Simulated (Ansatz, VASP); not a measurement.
## One calculation of CdSe (Cadmoselite), two programs

File INCAR:

```
PREC = Accurate
ENCUT = 520
EDIFF = 1E-7
ISMEAR = -1
SIGMA = 0.05
LREAL = False
LASPH = True
NELM = 60
ALGO = Normal
ISIF = 2
LWAVE = False
LCHARG = False
GGA = PE
NBANDS = 26
```

KPOINTS

```
Automatic mesh
0
Gamma
  7 7 4
```

Contents of POSCAR:

```
CdSe
1.0
    4.2711400700      0.0000000000      0.0000000000
   -2.1355700350      3.6989158038      0.0000000000
    0.0000000000      0.0000000000      6.9728844864
Cd Se
2 2
Direct
    0.6666666667      0.3333333333      0.5000000000
    0.3333333333      0.6666666667      0.0000000000
    0.6666666667      0.3333333333      0.8850000000
    0.3333333333      0.6666666667      0.3850000000
```

The input input.yaml:

```yaml
crystal:
  lattice:
    - [4.27114007, 0.0, 0.0]
    - [-2.135570035, 3.6989158038, 0.0]
    - [0.0, 0.0, 6.9728844864]
  atoms:
    - { symbol: Cd, position: [0.6666666667, 0.3333333333, 0.5] }
    - { symbol: Cd, position: [0.3333333333, 0.6666666667, 0.0] }
    - { symbol: Se, position: [0.6666666667, 0.3333333333, 0.885] }
    - { symbol: Se, position: [0.3333333333, 0.6666666667, 0.385] }
hamiltonian:
  xc: pbe
  pseudopotentials: { kind: paw }
kpoints:
  mp_grid: { grid: [7, 7, 4] }
scf:
  occupations: { method: fermi_dirac, width: 0.05 }
output:
  forces: true
  stress: true
  eigenvalues: true
  write_density: true
  write_potential: true
  elf: true
  volumetric_format: npy
```

Change from the starting cell: volume scaled by 0.98.

Alike in both runs: task single point; functional PBE; k mesh 7 × 7 × 4; occupations fermi-dirac, width 0.05 eV; no spin polarisation.

|  | VASP | Ansatz |
| --- | --- | --- |
| version | VASP 6.6.1 | Ansatz 0.2.0 |
| potentials or method | VASP PAW PBE potentials, release 64 (Cd, Se) | Ansatz PAW |
| plane-wave cutoff (eV) | 520 | 420 |
| valence electrons in the cell | 36 | 72 |

Ansatz gave:

* gap on the k mesh at the Fermi level (eV): 0.75
* least direct gap on the mesh (eV): 0.75
* pressure (GPa): 4.2
* largest component of the traceless stress (GPa): 1.52
* rms of the force components (eV/Å): 0.175

Q: Estimate VASP's values.

A: gap on the k mesh at the Fermi level (eV): 0.75; least direct gap on the mesh (eV): 0.75; pressure (GPa): 4.6; largest component of the traceless stress (GPa): 1.58; rms of the force components (eV/Å): 0.181.

Atom by atom the forces differ by 0.006 eV/Å (rms over components). The two sets of potentials don't hold the same shells in valence.

Caveats: odd divisions of the mesh miss points on the zone boundary, where band edges often lie, so the gap on the mesh can be too wide (Ansatz).
